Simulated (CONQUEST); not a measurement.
HgTe (Coloradoite):

```xyz
4
Lattice="4.5460 0.0000 0.0000 0.0000 4.5460 0.0000 0.0000 0.0000 6.4290" Properties=species:S:1:pos:R:3 pbc="T T T"
Hg    2.2541    2.2599    3.2162
Hg    4.5271    4.5329    0.0017
Te    2.2716    4.5379    4.8249
Te    4.5446    2.2650    1.6104
```

The cell isn't the ideal one: atoms moved at random, drawn with an rms of 0.05 Å.

Base run:

```yaml
Program: CONQUEST 1.3
Functional: PBE
Potentials_or_basis: PseudoDojo NC PBE, SZ, linear scaling with L range 14 bohr, grid cutoff 120 Ha
Occupations: none (density matrix without k points)
Spin: no spin polarisation
```

Its results: pressure 18.2 GPa; largest force 0.121 eV/Å.

Q: The run is repeated on the same cell with these changes: potentials or basis from PseudoDojo NC PBE, SZ, linear scaling with L range 14 bohr, grid cutoff 120 Ha to PseudoDojo NC PBE, SZ, linear scaling with L range 18 bohr, grid cutoff 120 Ha. What comes out?

A: Pressure 14.8 GPa; largest force 0.123 eV/Å.

Caveats: the atomic basis is small; the density matrix is cut off at a finite range, which raises the energy and shifts forces and pressure; the basis of atomic orbitals isn't converged, which shifts pressures, moduli and gaps.
